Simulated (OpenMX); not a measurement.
Crystal: Ni.

```
Ni
1.0
     0.00000    1.73757    1.73757
     1.73757    0.00000    1.73757
     1.73757    1.73757    0.00000
Ni
1
Direct
  0.00000 0.00000 0.00000
```

Base run:

```yaml
Program: OpenMX 3.8.5
Functional: PBE
Potentials_or_basis: OpenMX 2013 PBE set, Ni6.0H-s2p2d1, grid cutoff 500 Ry
k_mesh: 9 × 9 × 9
Occupations: fermi-dirac, width 0.05 eV
Spin: collinear spin, ferromagnetic start
Starting_moments: "[1.0] μB"
```

Its results: pressure 23.0 GPa; net moment 0.50 μB per cell; site moments Ni +0.50 μB.

The run is repeated on the same cell with these changes: k mesh from 9 × 9 × 9 to 13 × 13 × 13. What comes out?

Pressure 24.0 GPa; net moment 0.61 μB per cell; site moments Ni +0.61 μB.

Caveats: the transition metal has a single d function, too few for pressures, volumes and moments; the basis of atomic orbitals isn't converged, which shifts pressures, moduli and gaps; so large a pressure means that the cell lies far from this level's equilibrium, or that cutoff or potentials fall short (some runs).
